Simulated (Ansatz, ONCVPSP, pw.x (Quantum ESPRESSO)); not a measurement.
# pw.x on fcc H: one setting changed

Potential: optimised norm-conserving Vanderbilt (ONCV), ONCVPSP 4.0.1, PBE; core none, reference 1s1; waves: 1s: rc 1.25 bohr, ncon 4, nbas 8, qcut 5 1/bohr, 1 projector; p scattering state at 0.2 Ha: rc 1.05 bohr, ncon 4, nbas 7, qcut 8.8 1/bohr, 2 projectors, debl 0.9 Ha; local part: polynomial inside 0.95 bohr (lpopt 5, dvloc0 1 Ha); core correction: none.

The reference run (k-mesh 18³, cutoffs 145/580 Ry, Fermi–Dirac 0.01 Ry, mixing_beta 0.4, conv_thr 1e-9, no spin) gives 0.23 GPa at 2.975 Å³/atom, where all-electron LAPW gives -0.20 GPa. This run, with its own iteration cap, changes ecutrho/ecutwfc to 1, a wrong or extreme entry chosen on purpose.

```
&control
  calculation='scf', prefix='x', pseudo_dir='./', outdir='./tmp', tstress=.true., disk_io='none'
/
&system
  ibrav=0, nat=1, ntyp=1, ecutwfc=145, ecutrho=145, nbnd=7,
  occupations='smearing', smearing='fd', degauss=0.01
/
&electrons
  conv_thr=1e-09, mixing_beta=0.4, electron_maxstep=70
/
ATOMIC_SPECIES
H 1.0 H.UPF
CELL_PARAMETERS angstrom
  0.00000000 1.14152561 1.14152561
  1.14152561 0.00000000 1.14152561
  1.14152561 1.14152561 0.00000000
ATOMIC_POSITIONS crystal
H 0.0000 0.0000 0.0000
K_POINTS automatic
18 18 18 0 0 0
```

```bash
pw.x < H.scf.in > H.scf.out
```

How does the run end?

It stops with "set_cutoff: ecutrho <= ecutwfc?!?".

```
Error in routine set_cutoff (1):
     ecutrho <= ecutwfc?!?
```

The run took about 0.5 s on one core of a shared server CPU.
